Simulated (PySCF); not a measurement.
Phenolate, C₆H₅O (charge -1).
SMILES with atom numbers: `[O-:1][c:2]1[cH:3][cH:4][cH:5][cH:6][cH:7]1`

Geometry (PBE0-D3(BJ)/def2-TZVP, Å), atoms numbered from 1 in this order:
```
atom  x, y, z in Å
O1    -1.9556   -2.1133    0.9856
C2    -1.1210   -1.2451    0.6202
C3    -1.4831    0.1098    0.2911
C4    -0.5591    1.0542   -0.1088
C5     0.7994    0.7530   -0.2196
C6     1.1957   -0.5495    0.0882
C7     0.2891   -1.5096    0.4907
H8    -2.5363    0.3674    0.3703
H9    -0.9013    2.0621   -0.3418
H10    1.5183    1.5005   -0.5383
H11    2.2491   -0.8173    0.0115
H12    0.6211   -2.5179    0.7259
```

Probes without a nucleus sit at each ring's centroid and 1 Å off its mean plane on both sides; NICS is minus the shielding there, NICSzz its component along the normal. Level: GIAO PBE0/pcSseg-2 (PySCF, non-relativistic, gas phase) on the PBE0-D3(BJ)/def2-TZVP geometry, one conformer.

Ring bond lengths (Å), with Mayer bond orders in brackets: C2–C3 1.440 (1.25), C3–C4 1.380 (1.40), C4–C5 1.396 (1.36), C5–C6 1.396 (1.36), C6–C7 1.380 (1.40), C7–C2 1.440 (1.25).

Question: Give the NICS values of each ring in ppm.

Answer: 
| ring | type | NICS(0) | NICS(1), two faces | NICS(1)zz, two faces | rms pucker (Å) | centre to ring atoms, mean (Å) |
| --- | --- | --- | --- | --- | --- | --- |
| C2–C3–C4–C5–C6–C7 | 6-membered carbocycle; formal bonds all aromatic | -4.4 | -5.9 / -5.9 | -18.2 / -18.2 | 0.00 | 1.40 |

Question: What can be read from them?

Answer: 
- C2–C3–C4–C5–C6–C7: mean NICS(1)zz -18.2 ppm, shielded.

Question: What does the geometric index give? HOMA takes Krygowski's 1993 parameters.

Answer: 
- C2–C3–C4–C5–C6–C7: HOMA 0.75 = 1 − EN − GEO, with mean bond length 1.406 Å, EN = α(Ropt − mean)² = 0.080 and GEO = α × variance = 0.167.

Question: What is the mean of the two in-plane components of NICS at the second NICS(1) probe listed for ring C2–C3–C4–C5–C6–C7, 1 Å off the ring?

Answer: The isotropic value is a third of the trace: (3 × -5.9 − (-18.2))/2 = 0.2 ppm.

Question: Give the inner angles of the rings and the Hirshfeld charges of the ring atoms.

Answer: 
- C2–C3–C4–C5–C6–C7: C2 113.5° (+0.029 e), C3 122.8° (-0.132 e), C4 121.8° (-0.101 e), C5 117.4° (-0.149 e), C6 121.8° (-0.101 e), C7 122.8° (-0.132 e); sum 720.0° against 720° for a flat convex ring.

Question: How shielded are the nuclei of the rings and their hydrogens (means over atoms taken as equivalent)?

Answer: 
```
  atoms                     environment  σ isotropic (ppm)  principal values of the symmetric part, first atom (ppm)
     C2  aromatic carbon bearing oxygen               -1.4                                       -65.6, -51.1, 112.6
C3 (×2)              aromatic CH carbon               57.3                                        -28.5, 64.1, 136.3
C4 (×2)              aromatic CH carbon               49.9                                        -69.9, 58.1, 161.3
     C5              aromatic CH carbon               83.6                                        -12.1, 96.3, 166.8
H8 (×2)               aromatic hydrogen              25.35                                          23.6, 24.1, 28.4
H9 (×2)               aromatic hydrogen              24.73                                          22.4, 23.8, 27.9
    H10               aromatic hydrogen              26.15                                          24.0, 26.4, 28.1
```
